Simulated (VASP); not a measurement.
# CFH3 in VASP: reference runs

Aim: a first look at CFH3 with PBE, on the cell as given.

Program: VASP 6.6.1. These are calculated values, not measurements. Logs are shortened: lines on timing, memory, paths and dates and some standing lists are left out, and cuts for length are marked.

## (1) The structure

The cell holds a molecule in a box, 5 atoms: a = 12.000 Å, b = 11.000 Å, c = 11.000 Å, α = 90.00°, β = 90.00°, γ = 90.00°.

## (2) Single point, PBE

INCAR reads:

```
SYSTEM = H3CF
  PREC = Accurate
  ENCUT = 520
  EDIFF = 1E-7
  ISMEAR = 0
  SIGMA = 0.01
  LREAL = .FALSE.
  LASPH = .TRUE.
  NELM = 60
  ALGO = Normal
  ISIF = 2
  LWAVE = .FALSE.
  LCHARG = .FALSE.
  GGA = PE
  NBANDS = 15
```

KPOINTS reads:

```
regular mesh
0
G
  1 1 1
  0 0 0
```

POSCAR reads:

```
H3CF
1.0
   12.0000000000      0.0000000000      0.0000000000
    0.0000000000     11.0000000000      0.0000000000
    0.0000000000      0.0000000000     11.0000000000
C F H
1 1 3
Direct
    0.4895500000      0.5010136400      0.4938590900
    0.5849500000      0.4334318200      0.4778227300
    0.4172166700      0.4410318200      0.4878772700
    0.4850416700      0.5703863600      0.4229681800
    0.4921250000      0.5442500000      0.5832136400
```

Potentials or basis: VASP PAW PBE potentials, release 64 (C, F, H).

Command:

```
$ cat potpaw_PBE.64/C/POTCAR potpaw_PBE.64/F/POTCAR potpaw_PBE.64/H/POTCAR > POTCAR
$ mpirun -np 1 vasp_gam > vasp.out
```

OUTCAR:

```text
SYSTEM = H3CF
   PREC = Accurate
   ENCUT = 520
   EDIFF = 1E-7
   ISMEAR = 0
   LREAL = .FALSE.
   LASPH = .TRUE.
   NELM = 60
   ISIF = 2
   GGA = PE

 ion  position               nearest neighbor table
   1  0.490  0.501  0.494-   3 1.09   5 1.09   4 1.09   2 1.38
   2  0.585  0.433  0.478-   1 1.38
   3  0.417  0.441  0.488-   1 1.09
   4  0.485  0.570  0.423-   1 1.09
   5  0.492  0.544  0.583-   1 1.09

  LATTYP: Found a simple tetragonal cell.
 ALAT       =    11.0000000000
 C/A-ratio  =     1.0909090909

  Lattice vectors:

 A1 = (   0.0000000000,  11.0000000000,   0.0000000000)
 A2 = (   0.0000000000,   0.0000000000,  11.0000000000)
 A3 = (  12.0000000000,   0.0000000000,   0.0000000000)

Analysis of symmetry for initial positions (statically):
=====================================================================
 Subroutine PRICEL returns:
 Original cell was already a primitive cell.

 Routine SETGRP: Setting up the symmetry group for a
 simple tetragonal supercell.

 Subroutine GETGRP returns: Found  1 space group operations
 (whereof  1 operations were pure point group operations)
 out of a pool of 16 trial point group operations.

The static configuration has the point symmetry C_1 .

Analysis of symmetry for dynamics (positions and initial velocities):
=====================================================================
 Subroutine PRICEL returns:
 Original cell was already a primitive cell.

 Routine SETGRP: Setting up the symmetry group for a
 simple tetragonal supercell.

 Subroutine GETGRP returns: Found  1 space group operations
 (whereof  1 operations were pure point group operations)
 out of a pool of 16 trial point group operations.

The dynamic configuration has the point symmetry C_1 .

 Subroutine INISYM returns: Found  1 space group operations
 (whereof  1 operations are pure point group operations),
 and found     1 'primitive' translations

----------------------------------------------------------------------------------------

                                     Primitive cell

  volume of cell :    1452.0000

  direct lattice vectors                    reciprocal lattice vectors
    12.000000000  0.000000000  0.000000000     0.083333333  0.000000000  0.000000000
     0.000000000 11.000000000  0.000000000     0.000000000  0.090909091  0.000000000
     0.000000000  0.000000000 11.000000000     0.000000000  0.000000000  0.090909091

  length of vectors
    12.000000000 11.000000000 11.000000000     0.083333333  0.090909091  0.090909091

  position of ions in fractional coordinates (direct lattice)
     0.489550000  0.501013640  0.493859090
     0.584950000  0.433431820  0.477822730
     0.417216670  0.441031820  0.487877270
     0.485041670  0.570386360  0.422968180
     0.492125000  0.544250000  0.583213640

  ion indices of the primitive-cell ions
   primitive index   ion index
                 1           1
                 2           2
                 3           3
                 4           4
                 5           5

----------------------------------------------------------------------------------------

 KPOINTS: regular mesh

Automatic generation of k-mesh.
 Grid dimensions read from file:
 generate k-points for:    1    1    1

 Generating k-lattice:

  Cartesian coordinates                     Fractional coordinates (reciprocal lattice)
     0.083333333  0.000000000  0.000000000     1.000000000  0.000000000  0.000000000
     0.000000000  0.090909091  0.000000000     0.000000000  1.000000000  0.000000000
     0.000000000  0.000000000  0.090909091     0.000000000  0.000000000  1.000000000

  Length of vectors
     0.083333333  0.090909091  0.090909091

  Shift w.r.t. Gamma in fractional coordinates (k-lattice)
     0.000000000  0.000000000  0.000000000

 Subroutine IBZKPT returns following result:
 ===========================================

 Found      1 irreducible k-points:

 Following reciprocal coordinates:
            Coordinates               Weight
  0.000000  0.000000  0.000000      1.000000
   k-points           NKPTS =      1   k-points in BZ     NKDIM =      1   number of bands    NBANDS=     15
   number of dos      NEDOS =    301   number of ions     NIONS =      5
   total plane-waves  NPLWV = 635040
   dimension x,y,z NGX =    90 NGY =   84 NGZ =   84
   dimension x,y,z NGXF=   180 NGYF=  168 NGZF=  168
   ions per type =               1   1   3
   NGX,Y,Z   is equivalent  to a cutoff of  12.47, 12.70, 12.70 a.u.
   NGXF,Y,Z  is equivalent  to a cutoff of  24.94, 25.39, 25.39 a.u.
 SYSTEM =  H3CF
   PREC   = accura    normal or accurate (medium, high low for compatibility)
   ISTART =      0    job   : 0-new  1-cont  2-samecut
   ICHARG =      2    charge: 1-file 2-atom 10-const
   ISPIN  =      1    spin polarized calculation?
   LNONCOLLINEAR =      F non collinear calculations
   LSORBIT =      F    spin-orbit coupling
   LASPH  =      T    aspherical Exc in radial PAW
   ENCUT  =  520.0 eV  38.22 Ry    6.18 a.u.  22.31 20.45 20.45*2*pi/ulx,y,z
   NELM   =     60;   NELMIN=  2; NELMDL= -5     # of ELM steps
   EDIFF  = 0.1E-06   stopping-criterion for ELM
   LREAL  =      F    real-space projection
   EDIFFG = 0.1E-05   stopping-criterion for IOM
   NSW    =      0    number of steps for IOM
   IBRION =     -1    ionic relax: 0-MD 1-quasi-New 2-CG
   NFREE  =      0    steps in history (QN), initial steepest desc. (CG)
   ISIF   =      2    stress and relaxation
   ISYM   =      2    0-nonsym 1-usesym 2-fastsym
   POTIM  = 0.5000    time-step for ionic-motion
   TEBEG  =    0.0;   TEEND  =   0.0 temperature during run
   PSTRESS=    0.0 pullay stress
   NELECT =      14.0000    total number of electrons
   NUPDOWN=      -1.0000    fix difference up-down
   EMIN   =  10.00;   EMAX   =-10.00  energy-range for DOS
   EFERMI =   0.00;   METHOD = LEGACY
   ISMEAR =     0;   SIGMA  =   0.01  broadening in eV -4-tet -1-fermi 0-gaus
   EFERMI_NEDOS =   21; number of points for ismear=-14 and -15
   IALGO  =     38    algorithm
   IMIX   =      4    mixing-type and parameters
     AMIX     =   0.40;   BMIX     =  1.00
     AMIX_MAG =   1.60;   BMIX_MAG =  1.00
  volume/ion in A,a.u.               =     290.40      1959.72
  Fermi-wavevector in a.u.,A,eV,Ry     =   0.348441  0.658457  1.651894  0.121411
  Thomas-Fermi vector in A             =   1.258688
   LORBIT       =      0    0 simple, 1 ext, 2 COOP (PROOUT), +10 PAW based schemes
   GGA     = PE    functional components
   LHFCALC =     F    Hartree Fock is set to
   AEXX    =    0.0000 exact exchange contribution
   IVDW    =     0    specifies the selected vdW correction
   LEPSILON=     F    determine dielectric tensor
   LRPA    =     F    only Hartree local field effects (RPA)
 non-spin polarized calculation
 Gauss-broadening in eV      SIGMA  =   0.01
  energy-cutoff  :      520.00
  volume of cell :     1452.00
 maximum number of plane-waves:     19579
 NGX is ok and might be reduce to    90
   NGX = 45   NGY = 41   NGZ = 41

 number of electron      14.0000000 magnetization

 Free energy of the ion-electron system (eV)
  ---------------------------------------------------
  ext. energy  EPLUGINS =         0.00000000
  ---------------------------------------------------
  free energy    TOTEN  =       -23.94798797 eV

  energy without entropy =      -23.94798797  energy(sigma->0) =      -23.94798797

 E-fermi :  -7.8129     XC(G=0):  -0.5300

 val. band max:       -7.9187824271   @ k =   0.0000   0.0000   0.0000
 cond. band min:      -0.4530479758   @ k =   0.0000   0.0000   0.0000
 fundamental gap:      7.4657344513
 Fermi energy:        -7.8128884468

 k-point     1 :       0.0000    0.0000    0.0000
  band No.  band energies     occupation
      1     -29.8209      2.00000
      2     -17.1549      2.00000
      3     -11.9053      2.00000
      4     -11.5715      2.00000
      5     -11.5709      2.00000
      6      -7.9191      2.00000
      7      -7.9188      2.00000
      8      -0.4530      0.00000
      9       0.2114      0.00000
     10       0.6624      0.00000
     11       0.7439      0.00000
     12       0.7924      0.00000
     13       1.0706      0.00000
     14       1.0985      0.00000
     15       1.5035      0.00000

------------------------ aborting loop because EDIFF is reached ----------------------------------------

  FORCE on cell =-STRESS in cart. coord.  units (eV):
  Direction    XX          YY          ZZ          XY          YZ          ZX
  --------------------------------------------------------------------------------------
  -------------------------------------------------------------------------------------
  Total        1.0591161      0.5959477      0.2764876     -0.5248253      0.0823291     -0.1251921
  in kB        1.1686583      0.6575853      0.3050841     -0.5791069      0.0908442     -0.1381405
  external PRESSURE =       0.7104426 kB  Pullay stress =       0.0000000 kB

 VOLUME and BASIS-vectors are now :
 -----------------------------------------------------------------------------
  energy-cutoff  :      520.00
  volume of cell :     1452.00
      direct lattice vectors                 reciprocal lattice vectors
    12.000000000  0.000000000  0.000000000     0.083333333  0.000000000  0.000000000
     0.000000000 11.000000000  0.000000000     0.000000000  0.090909091  0.000000000
     0.000000000  0.000000000 11.000000000     0.000000000  0.000000000  0.090909091

 POSITION                                       TOTAL-FORCE (eV/Angst)
 -----------------------------------------------------------------------------------
      5.87460      5.51115      5.43245        -0.608787      0.398994      0.093098
      7.01940      4.76775      5.25605         0.856262     -0.556743     -0.131216
      5.00660      4.85135      5.36665        -0.210215     -0.136622     -0.012179
      5.82050      6.27425      4.65265        -0.027712      0.178576     -0.169048
      5.90550      5.98675      6.41535        -0.009549      0.115796      0.219346
 -----------------------------------------------------------------------------------
    total drift:                                0.001422     -0.000820      0.001001

  FREE ENERGIE OF THE ION-ELECTRON SYSTEM (eV)
  ---------------------------------------------------
  free  energy   TOTEN  =       -23.9479879706 eV

  energy  without entropy=      -23.9479879706  energy(sigma->0) =      -23.94798797
```

It took 71 s on 1 thread of Intel Xeon 6975P-C (Granite Rapids), shared host; peak memory 1.1 GiB.

What came out:

| Quantity | Value |
| --- | --- |
| Free energy | -23.9480 eV |
| Largest force | 1.030 eV/Å |
| Gap between the frontier levels | 7.47 eV |

Forces on the atoms (eV/Å):
```
C   -0.609  0.399  0.093
F    0.856 -0.557 -0.131
H   -0.210 -0.137 -0.012
H   -0.028  0.179 -0.169
H   -0.010  0.116  0.219
```
